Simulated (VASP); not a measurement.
Input of a VASP 6.6.1 run:

INCAR

```
ALGO = Normal
EDIFF = 1E-7
ENCUT = 520
GGA = PS
ISIF = 2
ISMEAR = -1
LASPH = True
LCHARG = False
LREAL = False
LWAVE = False
NBANDS = 18
NELM = 100
PREC = Accurate
SIGMA = 0.1
```

File KPOINTS:

```
k-points
0
Gamma
  16 16 9
```

File POSCAR:

```
Cu
1.0
    2.5840181143      0.0000000000      0.0000000000
   -1.2920090572      2.2378253309      0.0000000000
    0.0000000000      0.0000000000      4.2315649771
Cu
2
Direct
    0.3333333333      0.6666666667      0.2500000000
    0.6666666667      0.3333333333      0.7500000000
```

Potentials or basis: VASP PAW PBE potentials, release 64 (Cu).

Command:

```bash
$ cat potpaw_PBE.64/Cu/POTCAR > POTCAR
$ mpirun -np 1 vasp_std > vasp.out
```

(1) Predict the pressure.

(2) Predict the band gap on the k mesh.

Results:

(1) -9.9 GPa.

(2) none (metal or under the smearing width).

Caveat: the PAW data sets were made with another functional, which shifts forces and pressure a little.
